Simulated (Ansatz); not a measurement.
The system is CuO.

```xyz
4
Lattice="2.8795 0.0000 0.0000 0.0391 2.8793 0.0000 0.0175 0.0172 5.1763" Properties=species:S:1:pos:R:3 pbc="T T T"
Cu    0.0195    1.4396    0.0000
Cu    1.4485    0.0086    2.5882
O     2.8881    0.0177    3.8817
O     0.0479    2.8788    1.2947
```

The cell comes from a database or a generator and needn't be the stable form of this composition.

```yaml
Program: Ansatz 0.2.0
Task: relaxation of cell and atoms
Functional: BLYP
Potentials_or_basis: Ansatz PAW
Cutoff: "420 eV (not typed: the program's choice for these potentials)"
k_mesh: 9 × 9 × 5
Occupations: fermi-dirac, width 0.05 eV
Spin: no spin polarisation
```

At the start: volume 10.73 Å³/atom.

**Question.** How do energy, volume and symmetry change on relaxing?

**Answer.** It ends after 11 steps and the volume is 11.65 Å³/atom (+8.6 %); space group P4_2/mmc (No. 131, to 0.05 Å).

Step by step:
```csv
step,energy change (eV),largest force (eV/Å),volume (Å³)
1,0.0000,0.0118,42.92
2,-0.0848,0.0083,44.65
3,-0.0974,0.0038,45.99
4,-0.1038,0.0025,46.23
5,-0.1037,0.0003,46.26
6,-0.1285,0.0002,46.26
7,-0.1282,0.0011,46.54
8,-0.1280,0.0002,46.58
9,-0.1295,0.0003,46.58
10,-0.1294,0.0000,46.59
11,-0.1295,0.0000,46.59
```

Final structure:
```xyz
4
Lattice="2.9942 -0.0194 -0.0049 0.0212 2.9942 -0.0049 0.0092 0.0091 5.1964" Properties=species:S:1:pos:R:3 pbc="T T T"
Cu    0.0106    1.4971   -0.0025
Cu    1.5017   -0.0052    2.5957
O     3.0010   -0.0125    3.8924
O     0.0236    2.9964    1.2942
```

Caveat: the plane-wave basis is chosen anew once the cell has moved, so the energies of steps on either side of that aren't comparable; the pressure holds a Pulay correction of +0.8 GPa for the finite cutoff; the run has no spin polarisation, though such a crystal can be magnetic; the PAW data sets come from PBE, with cores solved anew for the run's functional, which leaves a small shift of forces and pressure.
